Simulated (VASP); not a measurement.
# BaF2 (Frankdicksonite) (Fm-3m) in VASP: notebook

The runs below take BaF2 (Frankdicksonite) through relaxation of cell and atoms, relaxation of the atoms, with LDA.

Everything below comes from runs of VASP 6.6.1. Logs are shortened: lines on timing, memory, paths and dates and some standing lists are left out, and cuts for length are marked.

### Step 1. The crystal as given

It takes space group Fm-3m (No. 225, cubic). The conventional cell has a = 6.085 Å, b = 6.085 Å, c = 6.085 Å, α = 90.00°, β = 90.00°, γ = 90.00°. Ba (site symmetry m-3m) is surrounded by 8 F at 2.64 Å. F (site symmetry -43m) has 4 Ba at 2.64 Å as nearest neighbours.

### Step 2. Relaxation of cell and atoms, LDA

INCAR

```
ALGO = Normal
EDIFF = 1E-7
EDIFFG = -0.005
ENCUT = 600
IBRION = 2
ISIF = 3
ISMEAR = 0
LASPH = T
LCHARG = F
LREAL = F
LWAVE = F
NELM = 80
NSW = 90
PREC = Accurate
SIGMA = 0.03
```

KPOINTS

```
k-points
0
Gamma
  8 8 8
```

POSCAR

```
BaF2                                    
1.0
    0.0000000000      3.0427078163      3.0427078163
    3.0427078163     -0.0000000000      3.0427078163
    3.0427078163      3.0427078163      0.0000000000
  Ba              F             
     1     2
Direct
     0.0000000000000000    0.0000000000000000    0.0000000000000000
     0.2500000000000000    0.2500000000000000    0.2500000000000000
     0.7500000000000000    0.7500000000000000    0.7500000000000000
```

Potentials or basis: VASP PAW LDA potentials, release 64 (Ba_sv, F).

On the command line:

```sh
$ cat potpaw_LDA.64/Ba_sv/POTCAR potpaw_LDA.64/F/POTCAR > POTCAR
$ mpirun -np 1 vasp_std > vasp.out
```

OUTCAR:

```text
EDIFF = 1E-7
   EDIFFG = -0.005
   ENCUT = 600
   IBRION = 2
   ISIF = 3
   ISMEAR = 0
   LASPH = T
   LREAL = F
   NELM = 80
   NSW = 90
   PREC = Accurate

 ion  position               nearest neighbor table
   1  0.000  0.000  0.000-   3 2.64   3 2.64   3 2.64   2 2.64   3 2.64   2 2.64   2 2.64   2 2.64

   2  0.250  0.250  0.250-   1 2.64   1 2.64   1 2.64   1 2.64
   3  0.750  0.750  0.750-   1 2.64   1 2.64   1 2.64   1 2.64

  LATTYP: Found a face centered cubic cell.
 ALAT       =     6.0854156326

  Lattice vectors:

 A1 = (   0.0000000000,   3.0427078163,   3.0427078163)
 A2 = (   3.0427078163,   0.0000000000,   3.0427078163)
 A3 = (   3.0427078163,   3.0427078163,   0.0000000000)

Analysis of symmetry for initial positions (statically):
=====================================================================
 Subroutine PRICEL returns:
 Original cell was already a primitive cell.

 Routine SETGRP: Setting up the symmetry group for a
 face centered cubic supercell.

 Subroutine GETGRP returns: Found 48 space group operations
 (whereof 48 operations were pure point group operations)
 out of a pool of 48 trial point group operations.

The static configuration has the point symmetry O_h .

Analysis of symmetry for dynamics (positions and initial velocities):
=====================================================================
 Subroutine PRICEL returns:
 Original cell was already a primitive cell.

 Routine SETGRP: Setting up the symmetry group for a
 face centered cubic supercell.

 Subroutine GETGRP returns: Found 48 space group operations
 (whereof 48 operations were pure point group operations)
 out of a pool of 48 trial point group operations.

The dynamic configuration has the point symmetry O_h .

 Subroutine INISYM returns: Found 48 space group operations
 (whereof 48 operations are pure point group operations),
 and found     1 'primitive' translations

----------------------------------------------------------------------------------------

                                     Primitive cell

  volume of cell :      56.3392

  direct lattice vectors                    reciprocal lattice vectors
     0.000000000  3.042707816  3.042707816    -0.164327313  0.164327313  0.164327313
     3.042707816  0.000000000  3.042707816     0.164327313 -0.164327313  0.164327313
     3.042707816  3.042707816  0.000000000     0.164327313  0.164327313 -0.164327313

  length of vectors
     4.303038660  4.303038660  4.303038660     0.284623255  0.284623255  0.284623255

  position of ions in fractional coordinates (direct lattice)
     0.000000000  0.000000000  0.000000000
     0.250000000  0.250000000  0.250000000
     0.750000000  0.750000000  0.750000000

  ion indices of the primitive-cell ions
   primitive index   ion index
                 1           1
                 2           2
                 3           3

----------------------------------------------------------------------------------------

 KPOINTS: k-points

Automatic generation of k-mesh.
 Grid dimensions read from file:
 generate k-points for:    8    8    8

 Generating k-lattice:

  Cartesian coordinates                     Fractional coordinates (reciprocal lattice)
    -0.020540914  0.020540914  0.020540914     0.125000000  0.000000000  0.000000000
     0.020540914 -0.020540914  0.020540914     0.000000000  0.125000000  0.000000000
     0.020540914  0.020540914 -0.020540914     0.000000000  0.000000000  0.125000000

  Length of vectors
     0.035577907  0.035577907  0.035577907

  Shift w.r.t. Gamma in fractional coordinates (k-lattice)
     0.000000000  0.000000000  0.000000000

 Subroutine IBZKPT returns following result:
 ===========================================

 Found     29 irreducible k-points:

 Following reciprocal coordinates:
            Coordinates               Weight
  0.000000  0.000000  0.000000      1.000000
  0.125000  0.000000  0.000000      8.000000
  0.250000  0.000000  0.000000      8.000000
  0.375000  0.000000  0.000000      8.000000
  0.500000  0.000000  0.000000      4.000000
  0.125000  0.125000  0.000000      6.000000
[... 16 lines left out ...]
  0.500000  0.250000  0.125000     48.000000
 -0.375000  0.250000  0.125000     24.000000
 [... further k-points ...]
   k-points           NKPTS =     29   k-points in BZ     NKDIM =     29   number of bands    NBANDS=     16
   number of dos      NEDOS =    301   number of ions     NIONS =      3
   total plane-waves  NPLWV =  46656
   dimension x,y,z NGX =    36 NGY =   36 NGZ =   36
   dimension x,y,z NGXF=    72 NGYF=   72 NGZF=   72
   ions per type =               1   2
   NGX,Y,Z   is equivalent  to a cutoff of  13.91, 13.91, 13.91 a.u.
   NGXF,Y,Z  is equivalent  to a cutoff of  27.82, 27.82, 27.82 a.u.
 SYSTEM =  unknown system
   PREC   = accura    normal or accurate (medium, high low for compatibility)
   ISTART =      0    job   : 0-new  1-cont  2-samecut
   ICHARG =      2    charge: 1-file 2-atom 10-const
   ISPIN  =      1    spin polarized calculation?
   LNONCOLLINEAR =      F non collinear calculations
   LSORBIT =      F    spin-orbit coupling
   LASPH  =      T    aspherical Exc in radial PAW
   ENCUT  =  600.0 eV  44.10 Ry    6.64 a.u.   8.59  8.59  8.59*2*pi/ulx,y,z
   NELM   =     80;   NELMIN=  2; NELMDL= -5     # of ELM steps
   EDIFF  = 0.1E-06   stopping-criterion for ELM
   LREAL  =      F    real-space projection
   EDIFFG = -.5E-02   stopping-criterion for IOM
   NSW    =     90    number of steps for IOM
   IBRION =      2    ionic relax: 0-MD 1-quasi-New 2-CG
   NFREE  =      1    steps in history (QN), initial steepest desc. (CG)
   ISIF   =      3    stress and relaxation
   ISYM   =      2    0-nonsym 1-usesym 2-fastsym
   POTIM  = 0.5000    time-step for ionic-motion
   TEBEG  =    0.0;   TEEND  =   0.0 temperature during run
   PSTRESS=    0.0 pullay stress
   NELECT =      24.0000    total number of electrons
   NUPDOWN=      -1.0000    fix difference up-down
   EMIN   =  10.00;   EMAX   =-10.00  energy-range for DOS
   EFERMI =   0.00;   METHOD = LEGACY
   ISMEAR =     0;   SIGMA  =   0.03  broadening in eV -4-tet -1-fermi 0-gaus
   EFERMI_NEDOS =   21; number of points for ismear=-14 and -15
   IALGO  =     38    algorithm
   IMIX   =      4    mixing-type and parameters
     AMIX     =   0.40;   BMIX     =  1.00
     AMIX_MAG =   1.60;   BMIX_MAG =  1.00
  volume/ion in A,a.u.               =      18.78       126.73
  Fermi-wavevector in a.u.,A,eV,Ry     =   1.231804  2.327772 20.644684  1.517341
  Thomas-Fermi vector in A             =   2.366599
   LORBIT       =      0    0 simple, 1 ext, 2 COOP (PROOUT), +10 PAW based schemes
   GGA     = CA    functional components
   LHFCALC =     F    Hartree Fock is set to
   AEXX    =    0.0000 exact exchange contribution
   IVDW    =     0    specifies the selected vdW correction
   LEPSILON=     F    determine dielectric tensor
   LRPA    =     F    only Hartree local field effects (RPA)
 conjugate gradient relaxation of ions
 non-spin polarized calculation
 Gauss-broadening in eV      SIGMA  =   0.03
  energy-cutoff  :      600.00
  volume of cell :       56.34
 maximum number of plane-waves:      1895
 NGX is ok and might be reduce to    36
   NGX = 17   NGY = 17   NGZ = 17

--------------------------------------- Ionic step        1  -------------------------------------------

 number of electron      23.9999989 magnetization

 Free energy of the ion-electron system (eV)
  ---------------------------------------------------
  ext. energy  EPLUGINS =         0.00000000
  ---------------------------------------------------
  free energy    TOTEN  =       -18.62971180 eV

  energy without entropy =      -18.62971180  energy(sigma->0) =      -18.62971180

------------------------ aborting loop because EDIFF is reached ----------------------------------------

  FORCE on cell =-STRESS in cart. coord.  units (eV):
  Direction    XX          YY          ZZ          XY          YZ          ZX
  --------------------------------------------------------------------------------------
  -------------------------------------------------------------------------------------
  Total        0.0210542      0.0210542      0.0210542      0.0000000     -0.0000000      0.0000000
  in kB        0.5987406      0.5987406      0.5987406      0.0000000     -0.0000000      0.0000000
  external PRESSURE =       0.5987406 kB  Pullay stress =       0.0000000 kB

 VOLUME and BASIS-vectors are now :
 -----------------------------------------------------------------------------
  energy-cutoff  :      600.00
  volume of cell :       56.34
      direct lattice vectors                 reciprocal lattice vectors
     0.000000000  3.042707816  3.042707816    -0.164327313  0.164327313  0.164327313
     3.042707816  0.000000000  3.042707816     0.164327313 -0.164327313  0.164327313
     3.042707816  3.042707816  0.000000000     0.164327313  0.164327313 -0.164327313

 POSITION                                       TOTAL-FORCE (eV/Angst)
 -----------------------------------------------------------------------------------
      0.00000      0.00000      0.00000        -0.000000      0.000000     -0.000000
      1.52135      1.52135      1.52135        -0.000000     -0.000000     -0.000000
      4.56406      4.56406      4.56406         0.000000      0.000000      0.000000
 -----------------------------------------------------------------------------------
    total drift:                                0.000000      0.000000      0.000000

  FREE ENERGIE OF THE ION-ELECTRON SYSTEM (eV)
  ---------------------------------------------------
  free  energy   TOTEN  =       -18.6297117959 eV

  energy  without entropy=      -18.6297117959  energy(sigma->0) =      -18.62971180

--------------------------------------- Ionic step        2  -------------------------------------------

 number of electron      23.9999989 magnetization

 Free energy of the ion-electron system (eV)
  ---------------------------------------------------
  ext. energy  EPLUGINS =         0.00000000
  ---------------------------------------------------
  free energy    TOTEN  =       -18.62971874 eV

  energy without entropy =      -18.62971874  energy(sigma->0) =      -18.62971874

 E-fermi :  -2.0032     XC(G=0):  -9.5885

 val. band max:       -2.2173831087   @ k =  -0.2500   0.2500   0.0000
 cond. band min:       4.3894512945   @ k =   0.0000   0.0000   0.0000
 fundamental gap:      6.6068344032
 Fermi energy:        -2.0031884076

 k-point     1 :       0.0000    0.0000    0.0000
  band No.  band energies     occupation
      1     -25.0314      2.00000
      2     -20.8187      2.00000
      3     -20.7011      2.00000
      4      -9.8074      2.00000
      5      -9.8074      2.00000
      6      -9.8074      2.00000
[... 8 lines left out ...]
     15       7.0379      0.00000
     16       9.5345      0.00000

 k-point     2 :       0.1250    0.0000    0.0000
  band No.  band energies     occupation
      1     -24.9918      2.00000
      2     -20.8379      2.00000
      3     -20.7529      2.00000
      4      -9.8455      2.00000
      5      -9.8406      2.00000
      6      -9.8406      2.00000
[... 8 lines left out ...]
     15       7.0273      0.00000
     16       9.3326      0.00000

 k-point     3 :       0.2500    0.0000    0.0000
  band No.  band energies     occupation
      1     -24.8915      2.00000
      2     -20.9247      2.00000
      3     -20.8425      2.00000
      4      -9.9248      2.00000
      5      -9.9177      2.00000
      6      -9.9177      2.00000
[... 8 lines left out ...]
     15       7.0183      0.00000
     16       8.8493      0.00000
[... 362 lines left out ...]
 k-point    23 :       0.5000    0.2500    0.1250
  band No.  band energies     occupation
      1     -24.7229      2.00000
      2     -21.0722      2.00000
      3     -20.9809      2.00000
      4     -10.1587      2.00000
      5     -10.0564      2.00000
      6      -9.8805      2.00000
[... 8 lines left out ...]
     15       7.5690      0.00000
     16       8.1430      0.00000

 k-point    24 :      -0.3750    0.2500    0.1250
  band No.  band energies     occupation
      1     -24.6837      2.00000
      2     -21.1174      2.00000
      3     -21.0006      2.00000
      4     -10.1930      2.00000
      5      -9.9867      2.00000
      6      -9.9836      2.00000
[... 8 lines left out ...]
     15       7.4900      0.00000
     16       8.2482      0.00000

 [... further k-points ...]
[... 5 lines left out ...]
  --------------------------------------------------------------------------------------
  -------------------------------------------------------------------------------------
  Total       -0.0031936     -0.0031936     -0.0031936     -0.0000000      0.0000000     -0.0000000
  in kB       -0.0907281     -0.0907281     -0.0907281     -0.0000000      0.0000000     -0.0000000
  external PRESSURE =      -0.0907281 kB  Pullay stress =       0.0000000 kB

 VOLUME and BASIS-vectors are now :
 -----------------------------------------------------------------------------
  energy-cutoff  :      600.00
  volume of cell :       56.40
      direct lattice vectors                 reciprocal lattice vectors
     0.000000000  3.043737987  3.043737987    -0.164271696  0.164271696  0.164271696
     3.043737987  0.000000000  3.043737987     0.164271696 -0.164271696  0.164271696
     3.043737987  3.043737987  0.000000000     0.164271696  0.164271696 -0.164271696

 POSITION                                       TOTAL-FORCE (eV/Angst)
 -----------------------------------------------------------------------------------
      3.04374      0.00000      3.04374        -0.000000      0.000000     -0.000000
      1.52187      1.52187      1.52187        -0.000000     -0.000000     -0.000000
      4.56561      4.56561      4.56561         0.000000      0.000000      0.000000
 -----------------------------------------------------------------------------------
    total drift:                                0.000000      0.000000      0.000000

  FREE ENERGIE OF THE ION-ELECTRON SYSTEM (eV)
  ---------------------------------------------------
  free  energy   TOTEN  =       -18.6297187430 eV

  energy  without entropy=      -18.6297187430  energy(sigma->0) =      -18.62971874

 reached required accuracy - stopping structural energy minimisation
```

Wall time 39 s (1 thread of Intel Xeon Platinum 8488C (Sapphire Rapids), shared host); peak memory 0.19 GiB.

What came out:

```
Free energy                            : -18.6297 eV
Relaxed volume                         : 18.80 Å³/atom
Relaxed cell                           : a = 4.304 Å, b = 4.304 Å, c = 4.304 Å, α = 60.00°, β = 60.00°, γ = 60.00°
Space group after relaxing (to 0.05 Å) : Fm-3m (No. 225)
Energy gained by relaxing              : 0.0 meV/atom
Ionic steps                            : 2
Pressure after relaxing                : 0.0 GPa
Band gap on the k mesh                 : 6.61 eV, indirect (least direct gap 6.73 eV)
```

Final structure:
```xyz
3
Lattice="0.0000 3.0437 3.0437 3.0437 0.0000 3.0437 3.0437 3.0437 0.0000" Properties=species:S:1:pos:R:3 pbc="T T T"
Ba    3.0437    0.0000    3.0437
F     1.5219    1.5219    1.5219
F     4.5656    4.5656    4.5656
```

Levels at points of the mesh, in eV from the valence-band top:
```tsv
k point	band 9	band 10	band 11	band 12	band 13	band 14	band 15	band 16
(0.00, 0.00, 0.00)	-1.74	-0.13	-0.13	-0.13	6.61	9.26	9.26	11.75
(0.50, 0.00, 0.00)	-0.78	-0.37	-0.18	-0.18	9.26	9.26	9.27	9.56
(0.50, 0.50, 0.00)	-0.46	-0.30	-0.30	-0.21	7.07	9.15	10.97	12.37
```

Caveat: spin-orbit coupling is left out, which moves the levels of the heavy elements. A k mesh can miss the band edges.

### Step 3. Relaxation of the atoms, LDA (a relaxed cell with its volume scaled by 0.94)

INCAR

```
ALGO = Fast
EDIFF = 1E-7
EDIFFG = -0.01
ENCUT = 600
IBRION = 2
ISIF = 2
ISMEAR = 0
LASPH = T
LCHARG = F
LREAL = F
LWAVE = F
NELM = 80
NSW = 40
PREC = Accurate
SIGMA = 0.03
```

KPOINTS is that of step 2.

POSCAR

```
BaF2                                    
1.0
    0.0000000000      2.9816034503      2.9816034503
    2.9816034503      0.0000000000      2.9816034503
    2.9816034503      2.9816034503      0.0000000000
  Ba              F             
     1     2
Direct
     0.0000000000000000    1.0000000000000000    0.0000000000000000
     0.2500000000000000    0.2500000000000000    0.2500000000000000
     0.7500000000000000    0.7500000000000000    0.7500000000000000
```

Potentials or basis: VASP PAW LDA potentials, release 64 (Ba_sv, F).

On the command line:

```sh
$ cat potpaw_LDA.64/Ba_sv/POTCAR potpaw_LDA.64/F/POTCAR > POTCAR
$ mpirun -np 1 vasp_std > vasp.out
```

Run time: 45 s. Hardware: 1 thread of Intel Xeon Platinum 8488C (Sapphire Rapids), shared host; peak memory 0.19 GiB.

Results (log left out):

| Item | Value |
| --- | --- |
| Free energy | -18.5723 eV |
| Pressure after relaxing | 5.1 GPa |
| Band gap on the k mesh | 6.85 eV, indirect (least direct gap 7.03 eV) |

Final structure:
```xyz
3
Lattice="0.0000 2.9816 2.9816 2.9816 0.0000 2.9816 2.9816 2.9816 0.0000" Properties=species:S:1:pos:R:3 pbc="T T T"
Ba    0.0000    0.0000    0.0000
F     1.4908    1.4908    1.4908
F     4.4724    4.4724    4.4724
```

Levels at points of the mesh, in eV from the valence-band top:
```csv
k point,band 10,band 11,band 12,band 13,band 14,band 15
"(0.00, 0.00, 0.00)",-0.18,-0.18,-0.18,6.85,9.44,9.44
"(0.50, 0.00, 0.00)",-0.38,-0.18,-0.18,9.47,9.47,9.63
"(0.50, 0.50, 0.00)",-0.30,-0.24,-0.24,7.14,9.45,11.32
```

Caveat: the relaxation stopped at its first step, so nothing moved; spin-orbit coupling is left out, which moves the levels of the heavy elements. A k mesh can miss the band edges.

### Step 4. Relaxation of the atoms, LDA (a relaxed cell with its volume scaled by 0.96)

INCAR is that of step 3.

KPOINTS is that of step 3.

POSCAR

```
BaF2                                    
1.0
    0.0000000000      3.0026013495      3.0026013495
    3.0026013495      0.0000000000      3.0026013495
    3.0026013495      3.0026013495      0.0000000000
  Ba              F             
     1     2
Direct
     0.0000000000000000    1.0000000000000000    0.0000000000000000
     0.2500000000000000    0.2500000000000000    0.2500000000000000
     0.7500000000000000    0.7500000000000000    0.7500000000000000
```

On the command line:

```sh
$ cat potpaw_LDA.64/Ba_sv/POTCAR potpaw_LDA.64/F/POTCAR > POTCAR
$ mpirun -np 1 vasp_std > vasp.out
```

It took 59 s on 1 thread of Intel Xeon Platinum 8488C (Sapphire Rapids), shared host; peak memory 0.19 GiB.

It converged, with:

```yaml
Free_energy: -18.6039 eV
Pressure_after_relaxing: 3.2 GPa
Band_gap_on_the_k_mesh: 6.77 eV, indirect (least direct gap 6.93 eV)
```

Final structure:
```
CELL_PARAMETERS angstrom
0.00000 3.00260 3.00260
3.00260 0.00000 3.00260
3.00260 3.00260 0.00000
ATOMIC_POSITIONS crystal
Ba 0.00000 0.00000 0.00000
F 0.25000 0.25000 0.25000
F 0.75000 0.75000 0.75000
```

Levels at points of the mesh, in eV from the valence-band top:
```csv
k point,band 8,band 9,band 10,band 11,band 12,band 13,band 14,band 15,band 16
"(0.00, 0.00, 0.00)",-1.90,-1.90,-0.16,-0.16,-0.16,6.77,9.38,9.38,12.08
"(0.50, 0.00, 0.00)",-1.43,-0.85,-0.38,-0.18,-0.18,9.40,9.40,9.51,9.68
"(0.50, 0.50, 0.00)",-0.54,-0.54,-0.27,-0.26,-0.26,7.12,9.35,11.20,12.70
```

Caveat: the relaxation stopped at its first step, so nothing moved; spin-orbit coupling is left out, which moves the levels of the heavy elements. A k mesh can miss the band edges.

### Step 5. The runs side by side

| task | cell | gap on the mesh (eV) | pressure (GPa) |
| --- | --- | --- | --- |
| relaxation of cell and atoms | relaxed | 6.61 | 0.0 |
| relaxation of the atoms | atoms relaxed from: a relaxed cell with its volume scaled by 0.94 | 6.85 | 5.1 |
| relaxation of the atoms | atoms relaxed from: a relaxed cell with its volume scaled by 0.96 | 6.77 | 3.2 |

Alike in all rows: level LDA; potentials or basis VASP PAW LDA potentials, release 64 (Ba_sv, F); no spin polarisation; k mesh 8 × 8 × 8; cutoff (eV) 600; smearing gaussian 0.03 eV.

Caveats: spin-orbit coupling is left out, which moves the levels of the heavy elements; the relaxation stopped at its first step, so nothing moved (some runs).

Absolute energies hang on the potentials; compare differences alone.
